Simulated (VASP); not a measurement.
# Si2Mo: dielectric tensor with PBEsol

The system is Si2Mo.

```
Mo Si
1.0
     4.58547    0.00000    0.00000
    -2.29274    3.97113    0.00000
     0.00000    0.00000    6.57976
Mo Si
3 6
Direct
  0.50000 0.50000 0.83333
  0.00000 0.50000 0.16667
  0.50000 0.00000 0.50000
  0.16387 0.32775 0.50000
  0.67225 0.83613 0.16667
  0.83613 0.16387 0.83333
  0.83613 0.67225 0.50000
  0.32775 0.16387 0.16667
  0.16387 0.83613 0.83333
```

Measurements of this composition are mostly on another form, of space group No. 139.

```json
{
 "Program": "VASP 6.6.1",
 "Task": "dielectric tensor",
 "Functional": "PBEsol",
 "Potentials or basis": "VASP PAW PBE potentials, release 64 (Mo_sv, Si)",
 "Cutoff": "520 eV",
 "k mesh": "8 × 8 × 4",
 "Occupations": "gaussian, width 0.02 eV",
 "Spin": "no spin polarisation",
 "Ladder": "free",
 "Further INCAR settings": "ALGO = Fast; EDIFF = 1e-08"
}
```

```yaml
Band_gap_on_the_k_mesh: 0.04 eV, indirect (least direct gap 0.53 eV)
Electronic_dielectric_tensor_diagonal: 29.54, 29.54, 26.77
Born_charges_mean_of_the_diagonal: Mo -8.03; Si +4.01 e
```

Levels at points of the mesh, in eV from the valence-band top:
```tsv
k point	band 29	band 30	band 31	band 32	band 33	band 34	band 35	band 36	band 37	band 38
(0.00, 0.00, 0.00)	-3.04	-3.04	-2.75	-2.11	-0.83	1.98	2.35	2.35	2.46	2.49
(0.50, 0.00, 0.00)	-2.32	-2.17	-1.59	-1.07	-0.66	0.04	0.68	0.84	1.29	1.91
(0.00, 0.00, 0.50)	-2.33	-2.33	-2.10	-0.74	-0.74	1.84	2.27	2.27	2.28	2.60
(0.50, 0.00, 0.50)	-3.00	-2.69	-1.99	-1.26	0.00	0.53	1.08	1.33	1.33	1.66
```

Electronic dielectric tensor:
```
29.54  0.00  0.00
 0.00 29.54  0.00
 0.00  0.00 26.77
```

Born effective charge tensors (e):
atom 1, Mo
```
-8.34  0.43  0.00
 0.43 -7.84  0.00
 0.00  0.00 -7.90
```
atom 2, Mo
```
-8.34 -0.43  0.00
-0.43 -7.84  0.00
 0.00  0.00 -7.90
```
atom 3, Mo
```
-7.59  0.00  0.00
 0.00 -8.59  0.00
 0.00  0.00 -7.90
```
atom 4, Si
```
4.16 0.00 0.68
0.00 3.93 0.00
1.18 0.00 3.95
```
atom 5, Si
```
 3.99 -0.10 -0.34
-0.10  4.10  0.59
-0.59  1.02  3.95
```
atom 6, Si
```
3.99 0.10 0.34
0.10 4.10 0.59
0.59 1.02 3.95
```
atom 7, Si
```
 4.16  0.00 -0.68
 0.00  3.93  0.00
-1.18  0.00  3.95
```
atom 8, Si
```
 3.99 -0.10  0.34
-0.10  4.10 -0.59
 0.59 -1.02  3.95
```
atom 9, Si
```
 3.99  0.10 -0.34
 0.10  4.10 -0.59
-0.59 -1.02  3.95
```

Wall time 9.7 min on 4 MPI ranks on Intel(R) Xeon(R) 6975P-C (Granite Rapids), with other jobs on the host, peak memory 0.88 GiB a rank.

Caveat: the gap is small at this level, which inflates the dielectric constant. A k mesh can miss the band edges.
